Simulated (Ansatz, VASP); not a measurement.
**One calculation of Rb, two programs**

POSCAR

```
Rb
1.0
    5.9090237230      0.0000000000      0.0000000000
    0.0000000000      5.9090237230      0.0000000000
    0.0000000000      0.0000000000      5.4616903910
Rb
2
Direct
    0.0000000000      0.0000000000      0.0000000000
    0.5000000000      0.5000000000      0.5000000000
```

INCAR.step1

```
ALGO = Normal ; EDIFF = 1E-4
ENCUT = 520 ; GGA = PE
ISMEAR = 0 ; LASPH = True
LCHARG = False ; LREAL = False
LWAVE = True ; NBANDS = 16
NELM = 100 ; PREC = Accurate
SIGMA = 0.1
```

The input INCAR.step2:

```
ALGO = Normal ; EDIFF = 1E-7
ENCUT = 520 ; ISIF = 2
ISMEAR = 0 ; ISTART = 1
LASPH = True ; LCHARG = True
LELF = True ; LMIXTAU = True
LREAL = False ; LVHAR = True
LWAVE = False ; METAGGA = R2SCAN
NBANDS = 16 ; NELM = 100
PREC = Accurate ; SIGMA = 0.1
```

Contents of KPOINTS:

```
k-points
0
Gamma
  8 8 8
```

Input for Ansatz:

```yaml
crystal:
  lattice:
    - [5.909023723, 0.0, 0.0]
    - [0.0, 5.909023723, 0.0]
    - [0.0, 0.0, 5.461690391]
  atoms:
    - { symbol: Rb, position: [0.0, 0.0, 0.0] }
    - { symbol: Rb, position: [0.5, 0.5, 0.5] }
basis:
  ecutwfc: 500
kpoints:
  mp_grid: { grid: [8, 8, 8] }
hamiltonian:
  xc: r2scan
scf:
  occupations: { method: gaussian, width: 0.1 }
output:
  forces: true
  stress: true
  eigenvalues: true
```

Alike in both runs: task single point; functional r2SCAN; k mesh 8 × 8 × 8; occupations gaussian, width 0.1 eV; no spin polarisation.

```csv
,VASP,Ansatz
version,VASP 6.6.1,Ansatz 0.2.0
potentials or method,"VASP PAW PBE potentials, release 64 (Rb_sv)","scalar-relativistic, plane waves, PAW"
plane-wave cutoff (eV),520,500
valence electrons in the cell,18,18
```

|  | VASP | Ansatz | Ansatz less VASP |
| --- | --- | --- | --- |
| gap on the k mesh at the Fermi level (eV) | none | none | - |
| pressure (GPa) | 0.0 | 0.0 | 0.00 |

A gap of «none» marks a metal or a gap that the smearing closes. The functional is the same, so the differences come from potentials, cutoffs and numerics.

Caveats: the PAW data sets were made with another functional, which shifts forces and pressure a little (VASP).
